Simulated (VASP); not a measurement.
# Cr (P6_3/mmc) in VASP: further runs

One crystal, Cr, is run at these levels: PBE; tasks: single point, relaxation of cell and atoms.

Everything below comes from runs of VASP 6.6.1. Logs are shortened: lines on timing, memory, paths and dates and some standing lists are left out, and cuts for length are marked.

## (1) Starting point

The structure is hexagonal, space group P6_3/mmc (No. 194). The conventional cell has a = 2.483 Å, b = 2.483 Å, c = 4.463 Å, α = 90.00°, β = 90.00°, γ = 120.00°. Cr (site symmetry -6m2) is surrounded by 12 Cr at 2.48 to 2.65 Å.

The cell was built by a generator and needn't be a form met in nature.

## (2) Single point, PBE, collinear spin, typed start

Contents of INCAR:

```
SYSTEM = Cr
PREC = Accurate ; ENCUT = 520
EDIFF = 1E-7 ; ISMEAR = 0
SIGMA = 0.05 ; LREAL = .FALSE.
LASPH = .TRUE. ; NELM = 150
ALGO = Fast ; ISIF = 2
LWAVE = .FALSE. ; LCHARG = .FALSE.
ISPIN = 2 ; MAGMOM = 2 2
LORBIT = 11 ; LMAXMIX = 4
GGA = PE ; NBANDS = 23
```

Contents of KPOINTS:

```
regular mesh
0
G
  8 8 6
  0 0 0
```

Contents of POSCAR:

```
Cr
1.0
    2.4829978053      0.0000000000      0.0000000000
   -1.2414989027      2.1503391769      0.0000000000
    0.0000000000      0.0000000000      4.4628094291
Cr
2
Direct
    0.3333333333      0.6666666667      0.7500000000
    0.6666666667      0.3333333333      0.2500000000
```

Potentials or basis: VASP PAW PBE potentials, release 64 (Cr_pv).

Command:

```sh
$ cat potpaw_PBE.64/Cr_pv/POTCAR > POTCAR
$ mpirun -np 1 vasp_std > vasp.out
```

OUTCAR:

```text
SYSTEM = Cr
   PREC = Accurate
   ENCUT = 520
   EDIFF = 1E-7
   ISMEAR = 0
   LREAL = .FALSE.
   LASPH = .TRUE.
   NELM = 150
   ISIF = 2
   ISPIN = 2
   LORBIT = 11
   GGA = PE

 ion  position               nearest neighbor table
   1  0.333  0.667  0.750-   2 2.65   2 2.65   2 2.65   2 2.65   2 2.65   2 2.65
   2  0.667  0.333  0.250-   1 2.65   1 2.65   1 2.65   1 2.65   1 2.65   1 2.65

  LATTYP: Found a hexagonal cell.
 ALAT       =     2.4829978053
 C/A-ratio  =     1.7973473112

  Lattice vectors:

 A1 = (   2.4829978053,   0.0000000000,   0.0000000000)
 A2 = (  -1.2414989027,   2.1503391769,   0.0000000000)
 A3 = (   0.0000000000,   0.0000000000,   4.4628094291)

Analysis of symmetry for initial positions (statically):
=====================================================================
 Subroutine PRICEL returns:
 Original cell was already a primitive cell.

 Routine SETGRP: Setting up the symmetry group for a
 hexagonal supercell.

 Subroutine GETGRP returns: Found 24 space group operations
 (whereof 12 operations were pure point group operations)
 out of a pool of 24 trial point group operations.

The static configuration has the point symmetry D_3d.
 The point group associated with its full space group is D_6h.

Analysis of symmetry for dynamics (positions and initial velocities):
=====================================================================
 Subroutine PRICEL returns:
 Original cell was already a primitive cell.

 Routine SETGRP: Setting up the symmetry group for a
 hexagonal supercell.

 Subroutine GETGRP returns: Found 24 space group operations
 (whereof 12 operations were pure point group operations)
 out of a pool of 24 trial point group operations.

The dynamic configuration has the point symmetry D_3d.
 The point group associated with its full space group is D_6h.

Analysis of structural, dynamic, and magnetic symmetry:
=====================================================================
 Subroutine PRICEL returns:
 Original cell was already a primitive cell.

 Routine SETGRP: Setting up the symmetry group for a
 hexagonal supercell.

 Subroutine GETGRP returns: Found 24 space group operations
 (whereof 12 operations were pure point group operations)
 out of a pool of 24 trial point group operations.

The overall configuration has the point symmetry D_3d.
 The point group associated with its full space group is D_6h.

 Subroutine INISYM returns: Found 24 space group operations
 (whereof 12 operations are pure point group operations),
 and found     1 'primitive' translations

----------------------------------------------------------------------------------------

                                     Primitive cell

  volume of cell :      23.8282

  direct lattice vectors                    reciprocal lattice vectors
     2.482997805  0.000000000  0.000000000     0.402738979  0.232521458  0.000000000
    -1.241498903  2.150339177  0.000000000     0.000000000  0.465042915  0.000000000
     0.000000000  0.000000000  4.462809429     0.000000000  0.000000000  0.224074099

  length of vectors
     2.482997805  2.482997805  4.462809429     0.465042915  0.465042915  0.224074099

  position of ions in fractional coordinates (direct lattice)
     0.333333333  0.666666667  0.750000000
     0.666666667  0.333333333  0.250000000

  ion indices of the primitive-cell ions
   primitive index   ion index
                 1           1
                 2           2

----------------------------------------------------------------------------------------

 KPOINTS: regular mesh

Automatic generation of k-mesh.
 Grid dimensions read from file:
 generate k-points for:    8    8    6

 Generating k-lattice:

  Cartesian coordinates                     Fractional coordinates (reciprocal lattice)
     0.050342372  0.029065182  0.000000000     0.125000000  0.000000000  0.000000000
     0.000000000  0.058130364  0.000000000     0.000000000  0.125000000  0.000000000
     0.000000000  0.000000000  0.037345683     0.000000000  0.000000000  0.166666667

  Length of vectors
     0.058130364  0.058130364  0.037345683

  Shift w.r.t. Gamma in fractional coordinates (k-lattice)
     0.000000000  0.000000000  0.000000000

 Subroutine IBZKPT returns following result:
 ===========================================

 Found     40 irreducible k-points:

 Following reciprocal coordinates:
            Coordinates               Weight
  0.000000  0.000000  0.000000      1.000000
  0.125000 -0.000000  0.000000      6.000000
  0.250000 -0.000000  0.000000      6.000000
  0.375000  0.000000  0.000000      6.000000
  0.500000 -0.000000  0.000000      3.000000
  0.125000  0.125000  0.000000      6.000000
[... 16 lines left out ...]
  0.250000 -0.000000  0.333333     12.000000
  0.375000  0.000000  0.333333     12.000000
 [... further k-points ...]
   k-points           NKPTS =     40   k-points in BZ     NKDIM =     40   number of bands    NBANDS=     23
   number of dos      NEDOS =    301   number of ions     NIONS =      2
   total plane-waves  NPLWV =  11664
   dimension x,y,z NGX =    18 NGY =   18 NGZ =   36
   dimension x,y,z NGXF=    36 NGYF=   36 NGZF=   72
   ions per type =               2
   NGX,Y,Z   is equivalent  to a cutoff of  12.05, 12.05, 13.41 a.u.
   NGXF,Y,Z  is equivalent  to a cutoff of  24.10, 24.10, 26.82 a.u.
 SYSTEM =  Cr
   PREC   = accura    normal or accurate (medium, high low for compatibility)
   ISTART =      0    job   : 0-new  1-cont  2-samecut
   ICHARG =      2    charge: 1-file 2-atom 10-const
   ISPIN  =      2    spin polarized calculation?
   LNONCOLLINEAR =      F non collinear calculations
   LSORBIT =      F    spin-orbit coupling
   LASPH  =      T    aspherical Exc in radial PAW
   ENCUT  =  520.0 eV  38.22 Ry    6.18 a.u.   4.62  4.62  8.30*2*pi/ulx,y,z
   NELM   =    150;   NELMIN=  2; NELMDL= -5     # of ELM steps
   EDIFF  = 0.1E-06   stopping-criterion for ELM
   LREAL  =      F    real-space projection
   EDIFFG = 0.1E-05   stopping-criterion for IOM
   NSW    =      0    number of steps for IOM
   IBRION =     -1    ionic relax: 0-MD 1-quasi-New 2-CG
   NFREE  =      0    steps in history (QN), initial steepest desc. (CG)
   ISIF   =      2    stress and relaxation
   ISYM   =      2    0-nonsym 1-usesym 2-fastsym
   POTIM  = 0.5000    time-step for ionic-motion
   TEBEG  =    0.0;   TEEND  =   0.0 temperature during run
   PSTRESS=    0.0 pullay stress
   NELECT =      24.0000    total number of electrons
   NUPDOWN=      -1.0000    fix difference up-down
   EMIN   =  10.00;   EMAX   =-10.00  energy-range for DOS
   EFERMI =   0.00;   METHOD = LEGACY
   ISMEAR =     0;   SIGMA  =   0.05  broadening in eV -4-tet -1-fermi 0-gaus
   EFERMI_NEDOS =   21; number of points for ismear=-14 and -15
   IALGO  =     68    algorithm
   IMIX   =      4    mixing-type and parameters
     AMIX     =   0.40;   BMIX     =  1.00
     AMIX_MAG =   1.60;   BMIX_MAG =  1.00
  volume/ion in A,a.u.               =      11.91        80.40
  Fermi-wavevector in a.u.,A,eV,Ry     =   1.641023  3.101084 36.639902  2.692957
  Thomas-Fermi vector in A             =   2.731563
   LORBIT       =     11    0 simple, 1 ext, 2 COOP (PROOUT), +10 PAW based schemes
   GGA     = PE    functional components
   LHFCALC =     F    Hartree Fock is set to
   AEXX    =    0.0000 exact exchange contribution
   IVDW    =     0    specifies the selected vdW correction
   LEPSILON=     F    determine dielectric tensor
   LRPA    =     F    only Hartree local field effects (RPA)
 spin polarized calculation
 RMM-DIIS sequential band-by-band and
 Gauss-broadening in eV      SIGMA  =   0.05
  energy-cutoff  :      520.00
  volume of cell :       23.83
 maximum number of plane-waves:       660
   NGX =  9   NGY =  9   NGZ = 17

 number of electron      23.9999997 magnetization       0.1239588

 Free energy of the ion-electron system (eV)
  ---------------------------------------------------
  ext. energy  EPLUGINS =         0.00000000
  ---------------------------------------------------
  free energy    TOTEN  =       -18.22037083 eV

  energy without entropy =      -18.21548072  energy(sigma->0) =      -18.21792578

 E-fermi :  10.3971     XC(G=0): -13.4712

 val. band max:       10.3967213301   @ k =   0.1250  -0.0000   0.0000
 cond. band min:      10.4036821830   @ k =   0.3750   0.0000   0.1667
 fundamental gap:      0.0069608529
 Fermi energy:        10.3971230092

 spin component 1

 k-point     1 :       0.0000    0.0000    0.0000
  band No.  band energies     occupation
      1     -32.9074      1.00000
      2     -32.2529      1.00000
      3     -32.0783      1.00000
      4     -32.0783      1.00000
      5     -32.0168      1.00000
      6     -32.0168      1.00000
[... 15 lines left out ...]
     22      30.2170      0.00000
     23      30.5819      0.00000
[... 575 lines left out ...]
      1     -32.8438      1.00000
      2     -32.7923      1.00000
      3     -32.4908      1.00000
      4     -32.3490      1.00000
      5     -32.2401      1.00000
      6     -32.1862      1.00000
[... 15 lines left out ...]
     22      22.9905      0.00000
     23      25.2344      0.00000

 [... further k-points ...]

 spin component 2

 k-point     1 :       0.0000    0.0000    0.0000
  band No.  band energies     occupation
      1     -32.8626      1.00000
      2     -32.2071      1.00000
      3     -32.0104      1.00000
      4     -32.0104      1.00000
      5     -31.9487      1.00000
      6     -31.9487      1.00000
[... 15 lines left out ...]
     22      30.2357      0.00000
     23      30.5873      0.00000
[... 575 lines left out ...]
      1     -32.7806      1.00000
      2     -32.7279      1.00000
      3     -32.4416      1.00000
      4     -32.3013      1.00000
      5     -32.1723      1.00000
      6     -32.1183      1.00000
[... 15 lines left out ...]
     22      23.0225      0.00000
     23      25.2634      0.00000

 [... further k-points ...]

------------------------ aborting loop because EDIFF is reached ----------------------------------------

  FORCE on cell =-STRESS in cart. coord.  units (eV):
  Direction    XX          YY          ZZ          XY          YZ          ZX
  --------------------------------------------------------------------------------------
  -------------------------------------------------------------------------------------
  Total       -0.0560934     -0.0560934     -0.0573606      0.0000000     -0.0000000      0.0000000
  in kB       -3.7716434     -3.7716434     -3.8568492      0.0000000     -0.0000000      0.0000000
  external PRESSURE =      -3.8000454 kB  Pullay stress =       0.0000000 kB

 VOLUME and BASIS-vectors are now :
 -----------------------------------------------------------------------------
  energy-cutoff  :      520.00
  volume of cell :       23.83
      direct lattice vectors                 reciprocal lattice vectors
     2.482997805  0.000000000  0.000000000     0.402738979  0.232521458  0.000000000
    -1.241498903  2.150339177  0.000000000     0.000000000  0.465042915  0.000000000
     0.000000000  0.000000000  4.462809429     0.000000000  0.000000000  0.224074099

 POSITION                                       TOTAL-FORCE (eV/Angst)
 -----------------------------------------------------------------------------------
     -0.00000      1.43356      3.34711         0.000000     -0.000000      0.000000
      1.24150      0.71678      1.11570        -0.000000      0.000000      0.000000
 -----------------------------------------------------------------------------------
    total drift:                               -0.000000      0.000000     -0.000000

  FREE ENERGIE OF THE ION-ELECTRON SYSTEM (eV)
  ---------------------------------------------------
  free  energy   TOTEN  =       -18.2203708332 eV

  energy  without entropy=      -18.2154807219  energy(sigma->0) =      -18.21792578

 total charge

# of ion       s       p       d       tot
------------------------------------------
    1        0.441   6.371   4.211  11.024
    2        0.441   6.371   4.211  11.024
--------------------------------------------------
tot          0.883  12.742   8.422  22.047

 magnetization (x)

# of ion       s       p       d       tot
------------------------------------------
    1       -0.000   0.001   0.059   0.059
    2       -0.000   0.001   0.059   0.059
--------------------------------------------------
tot         -0.000   0.002   0.117   0.119
```

Run time: 36 s. Hardware: 1 thread of Intel Xeon Platinum 8488C (Sapphire Rapids), shared host; peak memory 0.15 GiB.

What came out:

```yaml
Free_energy: -18.2204 eV
Pressure: -0.4 GPa
Band_gap_on_the_k_mesh: none (metal or under the smearing width)
Net_moment: 0.12 μB per cell
Site_moments: Cr +0.06 μB
Valence_electrons_inside_the_program's_atomic_spheres: Cr 11.02
```

Caveat: the k mesh is coarse (spacing up to 0.37 Å⁻¹), so the values aren't converged; the starting moments collapsed, and a magnetic state may lie lower.

## (3) Relaxation of cell and atoms, PBE, collinear spin, typed start

This run uses another cell than the first one, of 11.94 Å³/atom, 1.003 times its volume.

Contents of INCAR:

```
SYSTEM = Cr
PREC     = Accurate       ! precision mode
ENCUT    = 600            ! plane-wave cutoff, eV
EDIFF    = 1E-6           ! SCF threshold, eV
ISMEAR   = 0              ! smearing method
SIGMA    = 0.05           ! smearing width, eV
LREAL    = .False.        ! projectors in reciprocal space
LASPH    = .True.         ! aspherical terms in the spheres
NELM     = 150            ! most SCF steps
ALGO     = Fast           ! electronic algorithm
ISIF     = 3              ! what is computed and relaxed
LWAVE    = .False.        ! write WAVECAR
LCHARG   = .False.        ! write CHGCAR
ISPIN    = 2              ! spin polarisation
MAGMOM   = 2 2            ! initial moments
LORBIT   = 11             ! projections on sites
LMAXMIX  = 4              ! l up to which the mixer works
GGA      = PE             ! functional
IBRION   = 2              ! ionic algorithm
NSW      = 80             ! ionic steps
EDIFFG   = -0.03          ! ionic threshold
```

Contents of KPOINTS:

```
regular mesh
0
Gamma
  8 8 6
  0 0 0
```

Contents of POSCAR:

```
Cr
1.0
    2.5656075941      0.0000000000      0.0000000000
   -1.2828037971      2.2218813527      0.0000000000
    0.0000000000      0.0000000000      4.1904924038
Cr
2
Direct
    0.3333333333      0.6666666667      0.7500000000
    0.6666666667      0.3333333333      0.2500000000
```

Potentials or basis: VASP PAW PBE potentials, release 64 (Cr_pv).

Command:

```sh
$ cat potpaw_PBE.64/Cr_pv/POTCAR > POTCAR
$ mpirun -np 1 vasp_std > vasp.out
```

OUTCAR:

```text
SYSTEM = Cr
   PREC = Accurate
   ENCUT = 600
   EDIFF = 1E-6
   ISMEAR = 0
   LREAL = .False.
   LASPH = .True.
   NELM = 150
   ISIF = 3
   ISPIN = 2
   LORBIT = 11
   GGA = PE
   IBRION = 2
   NSW = 80
   EDIFFG = -0.03

 ion  position               nearest neighbor table
   1  0.333  0.667  0.750-   2 2.57   2 2.57   2 2.57   2 2.57   2 2.57   2 2.57
   2  0.667  0.333  0.250-   1 2.57   1 2.57   1 2.57   1 2.57   1 2.57   1 2.57

  LATTYP: Found a hexagonal cell.
 ALAT       =     2.5656075941
 C/A-ratio  =     1.6333333334

  Lattice vectors:

 A1 = (   2.5656075941,   0.0000000000,   0.0000000000)
 A2 = (  -1.2828037971,   2.2218813527,   0.0000000000)
 A3 = (   0.0000000000,   0.0000000000,   4.1904924038)

Analysis of symmetry for initial positions (statically):
=====================================================================
 Subroutine PRICEL returns:
 Original cell was already a primitive cell.

 Routine SETGRP: Setting up the symmetry group for a
 hexagonal supercell.

 Subroutine GETGRP returns: Found 24 space group operations
 (whereof 12 operations were pure point group operations)
 out of a pool of 24 trial point group operations.

The static configuration has the point symmetry D_3d.
 The point group associated with its full space group is D_6h.

Analysis of symmetry for dynamics (positions and initial velocities):
=====================================================================
 Subroutine PRICEL returns:
 Original cell was already a primitive cell.

 Routine SETGRP: Setting up the symmetry group for a
 hexagonal supercell.

[... 426 lines left out ...]

 number of electron      24.0000019 magnetization       0.0000313

 Free energy of the ion-electron system (eV)
  ---------------------------------------------------
  ext. energy  EPLUGINS =         0.00000000
  ---------------------------------------------------
  free energy    TOTEN  =       -18.22045600 eV

  energy without entropy =      -18.21477474  energy(sigma->0) =      -18.21761537

 E-fermi :  10.4205     XC(G=0): -13.4804

 val. band max:       10.4129915886   @ k =   0.1250   0.0000   0.1667
 cond. band min:      10.4252951279   @ k =   0.3750  -0.0000   0.0000
 fundamental gap:      0.0123035393
 Fermi energy:        10.4204710614

 spin component 1

 k-point     1 :       0.0000    0.0000    0.0000
  band No.  band energies     occupation
      1     -32.8644      1.00000
      2     -32.2065      1.00000
      3     -32.0183      1.00000
      4     -32.0183      1.00000
      5     -31.9566      1.00000
      6     -31.9566      1.00000
[... 493 lines left out ...]
     17      12.8811      0.00000
     18      14.5946      0.00000

 [... further k-points ...]

 spin component 2

 k-point     1 :       0.0000    0.0000    0.0000
  band No.  band energies     occupation
      1     -32.8644      1.00000
      2     -32.2065      1.00000
      3     -32.0183      1.00000
      4     -32.0183      1.00000
      5     -31.9565      1.00000
      6     -31.9565      1.00000
[... 524 lines left out ...]
  FREE ENERGIE OF THE ION-ELECTRON SYSTEM (eV)
  ---------------------------------------------------
  free  energy   TOTEN  =       -18.2204560022 eV

  energy  without entropy=      -18.2147747426  energy(sigma->0) =      -18.21761537

 reached required accuracy - stopping structural energy minimisation

 total charge

# of ion       s       p       d       tot
------------------------------------------
    1        0.442   6.372   4.214  11.027
    2        0.442   6.372   4.214  11.027
--------------------------------------------------
tot          0.884  12.744   8.427  22.054

 magnetization (x)

# of ion       s       p       d       tot
------------------------------------------
    1        0.000   0.000   0.000   0.000
    2        0.000   0.000   0.000   0.000
--------------------------------------------------
tot          0.000   0.000   0.000   0.000
```

Wall time 3.1 min (1 thread of Intel Xeon Platinum 8488C (Sapphire Rapids), shared host); peak memory 0.18 GiB.

Results:

```
Free energy                                           : -18.2205 eV
Relaxed volume                                        : 11.89 Å³/atom
Relaxed cell                                          : a = 2.481 Å, b = 2.481 Å, c = 4.462 Å, α = 90.00°, β = 90.00°, γ = 120.00°
Space group after relaxing (to 0.05 Å)                : P6_3/mmc (No. 194)
Energy gained by relaxing                             : 45.7 meV/atom
Ionic steps                                           : 8
Pressure after relaxing                               : 0.0 GPa
Band gap on the k mesh                                : none (metal or under the smearing width)
Net moment                                            : 0.00 μB per cell
Valence electrons inside the program's atomic spheres : Cr 11.03
```

Stress tensor (GPa, compression positive):
```
 0.06  0.00  0.00
 0.00  0.06  0.00
 0.00  0.00 -0.20
```

Step by step:
| step | energy change (eV) | largest force (eV/Å) | pressure (GPa) | volume (Å³) |
| --- | --- | --- | --- | --- |
| 1 | 0.0000 | 0.0000 | -1.56 | 23.89 |
| 2 | -0.0580 | 0.0000 | 2.50 | 23.47 |
| 3 | -0.0761 | 0.0000 | 5.87 | 23.19 |
| 4 | -0.0887 | 0.0000 | -0.19 | 23.85 |
| 5 | -0.0905 | 0.0000 | 1.30 | 23.66 |
| 6 | -0.0905 | 0.0000 | 1.33 | 23.68 |
| 7 | -0.0913 | 0.0000 | -0.30 | 23.82 |
| 8 | -0.0914 | 0.0000 | -0.03 | 23.79 |

Final structure:
```cif
data_structure
_symmetry_space_group_name_H-M 'P 1'
_symmetry_Int_Tables_number 1
_cell_length_a 2.4813
_cell_length_b 2.4813
_cell_length_c 4.4616
_cell_angle_alpha 90.000
_cell_angle_beta 90.000
_cell_angle_gamma 120.000
_cell_volume 23.79
loop_
_atom_site_label
_atom_site_type_symbol
_atom_site_fract_x
_atom_site_fract_y
_atom_site_fract_z
_atom_site_occupancy
Cr1 Cr 0.33333 0.66667 0.75000 1
Cr2 Cr 0.66667 0.33333 0.25000 1
```

Caveat: the starting moments collapsed, and a magnetic state may lie lower.
